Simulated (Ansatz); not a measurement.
# Kohn-Sham gap of three-layer 2H-MoSSe in a perpendicular field, PBE-D3(BJ)

We calculated the Kohn-Sham gap of a free-standing three-layer 2H-MoSSe stack at nine fields along its normal, to find how far and in which direction a field shifts it. Changes are counted from the gap without field, 0.234 eV. A downward (negative) field widens the gap, to 0.587 eV at −0.30 V/Å; an upward field narrows it, to 0.039 eV at +0.30 V/Å. That last row does not fit. The nearly straight line followed by the downward rows, continued to upward fields, would close the gap near +0.20 V/Å, yet a small gap is still there at +0.30 V/Å.

## Systems and settings

Ansatz 0.2.0, plane-wave Kohn-Sham DFT with its default PAW datasets at a cutoff of 420 eV, PBE-D3(BJ). The layers are built from structure prototypes; cell and atoms are relaxed as free-standing layers until forces are under 0.004 eV/Å. Single points follow with 18 Å of vacuum and a dipole correction, on meshes of 18 points along each in-plane vector and Fermi-Dirac smearing of 0.026 eV. Bands are read on the mesh and along the symmetry path. Scalar-relativistic, no spin-orbit coupling; spin-paired. A sawtooth field along the normal is then applied with the atoms held; its value is the field in the vacuum, positive pointing up, from the first-named layer to the second. The same in all rows: distance between the outermost atomic planes: 15.66 Å.

Notes on method and selection:

- Semilocal Kohn-Sham gaps lie under quasiparticle gaps, the more so in single layers.
- Fields at which the vacuum level would fall near the conduction edge are left out.
- The strongest fields run are not listed where the lowest empty level could belong to the vacuum.
- Where a layer was run in several sessions, one is listed, by preference one with spin-orbit or weak-field runs; layers with open 3d shells that were run without spin are not listed.
- Runs in which the search for lower states was switched off are not listed.
- The default PAW datasets of this version of Ansatz are the set soft_2.
- Runs that did not converge, have known faults or may not be shown are not listed, and runs on Ansatz's PAW sets soft_1 and soft_2 are kept to separate tables.

Columns:

- field (V/Å): applied field in the vacuum.
- induced dipole (e·Å/nm²): dipole per area less that without field, positive end up.
- gap (eV): Kohn-Sham gap, 0 where there is none.
- Δgap (eV): gap less that without field.

## Numbers

```
member     field (V/Å)  induced dipole (e·Å/nm²)  gap (eV)  Δgap (eV)  remark
−0.30 V/Å  −0.30        −2.697                    0.587     0.353      edges at Γ / between K and Γ
−0.20 V/Å  −0.20        −1.800                    0.475     0.241      edges at Γ / between K and Γ
−0.10 V/Å  −0.10        −0.902                    0.355     0.121      edges at Γ / between K and Γ
−0.05 V/Å  −0.05        −0.452                    0.294     0.060      edges at Γ / between K and Γ
+0.00 V/Å  0.00         0.000                     0.234     0.000      edges at Γ / between K and Γ
+0.05 V/Å  0.05         0.457                     0.180     −0.054     edges at Γ / between K and Γ
+0.10 V/Å  0.10         0.923                     0.136     −0.098     edges at Γ / between K and Γ
+0.20 V/Å  0.20         1.876                     0.077     −0.157     edges at Γ / between K and Γ
+0.30 V/Å  0.30         2.845                     0.039     −0.195
```

## Reading the trend

From zero field to −0.20 V/Å the gap grows by 0.241 eV, a slope of −0.241 / 0.20 = −1.2 eV per V/Å. The line 0.234 − 1.2 × field reproduces the five rows from −0.30 V/Å to zero within 0.007 eV. Over all nine rows its mean miss is about 0.03 eV, against a mean deviation of about 0.15 eV from the average gap, and nearly all of that miss comes from the upward fields.

The sign follows from the built-in dipole. Without field, the vacuum level is already higher above the stack than below it, so electron energies are tilted upwards towards the top. The valence edge therefore has more weight towards the upper side and the conduction edge towards the lower side. An upward field adds to this tilt and brings the two edges together; a downward field works against it and moves them apart.

The slope is small because little of the applied potential reaches the edges. In vacuum, 0.20 V/Å over the 15.66 Å between the outermost atomic planes would give 0.20 × 15.66 = 3.13 eV. The gap changes by 0.241 eV, about 8% of that. Dielectric screening takes most of the rest, and edge states that spread over more than one layer feel only part of the remaining drop.

At +0.30 V/Å the line gives 0.234 − 1.2 × 0.30 = −0.126 eV, an overlap of the bands, which would be listed as a gap of zero. The calculated gap lies 0.039 + 0.126 = 0.165 eV above the line.

## Departures from the trend

The same departure builds up through the weaker upward fields. At +0.10 V/Å the line gives 0.234 − 1.2 × 0.10 = 0.114 eV. The gap lies above the line by 0.006 eV at +0.05 V/Å, 0.136 − 0.114 = 0.022 eV at +0.10 V/Å and 0.077 + 0.006 = 0.083 eV at +0.20 V/Å, so the last row is the end of a gradual bend and not an isolated fault.

On the downward side the slope weakens slightly between −0.20 and −0.30 V/Å, to about −1.1 eV per V/Å. This may reflect edge states that spread over more layers as the field offsets the built-in tilt.

## Suspects and checks

The main suspect is charge moved between the two sides of the stack. At +0.30 V/Å the Fermi level lies slightly below the valence edge, so there are holes towards the top and electrons towards the bottom. Their dipole points up and opposes the field inside the stack, which is the sign required.

The induced dipole at +0.30 V/Å exceeds that at −0.30 V/Å in size by 2.845 − 2.697 = 0.148 e·Å/nm². With e/ε₀ ≈ 1.8 V per e·Å/nm², this is a potential step of 1.8 × 0.148 = 0.27 eV. The matching asymmetry of the gap is 0.353 − 0.195 = 0.158 eV, or 0.6 of the step. The pairs at 0.10 and 0.20 V/Å also give 0.6, so the bend in the gap follows the extra dipole. This alone does not tell whether mobile or bound charge carries that dipole.

Thermal occupation can supply the charge. A band of one free-electron mass with the Fermi level at its edge holds about 4.2 × 0.026 × 0.69 = 0.075 holes per nm² (density of states per eV and nm², smearing in eV, ln 2). The extra dipole needs roughly 6 × 0.148 / 15.66 = 0.06 per nm², if the charge crosses the whole stack and the bound electrons screen it by a factor of about 6, an assumed out-of-plane permittivity for such layers.

Two other suspects remain. The mesh samples small pockets coarsely, an error of either sign. The bound electrons may also become more polarisable as the gap shrinks, which has the right sign. Stronger mixing of the edge states by the field would bend the curve the other way.

The checks, cheapest first:

1. Repeat +0.10 V/Å with half the smearing. A gap falling from 0.136 eV towards the line's 0.234 − 1.2 × 0.10 = 0.114 eV would point to thermal carriers; an unchanged gap, to bound electrons.
2. Repeat +0.30 V/Å with twice as many mesh points along each in-plane vector. A clear shift would expose a sampling error.
3. Repeat +0.30 V/Å on that mesh with much smaller smearing. A closed gap would show that thermal occupation keeps it open.

## Conclusions and limits

From −0.30 V/Å to zero field, the gap of this stack changes by about 0.12 eV per 0.1 V/Å. Upward fields narrow it ever more slowly, and runs at stronger fields, not listed here, continue both trends.

The largest omission is the quasiparticle correction. It would raise the gap by roughly half an eV or more, comparable to the table's whole spread of 0.587 − 0.039 = 0.548 eV. Both the closing of the gap and any bend caused by mobile charge should then move to stronger upward fields. For device work, the direction and approximate slope are therefore more useful than the closing field.

[Logs are printed without paths, hosts, clocks, repeated set-up lines and the standing remarks that a program may print on its own settings, such as how far it seeks lower states.]
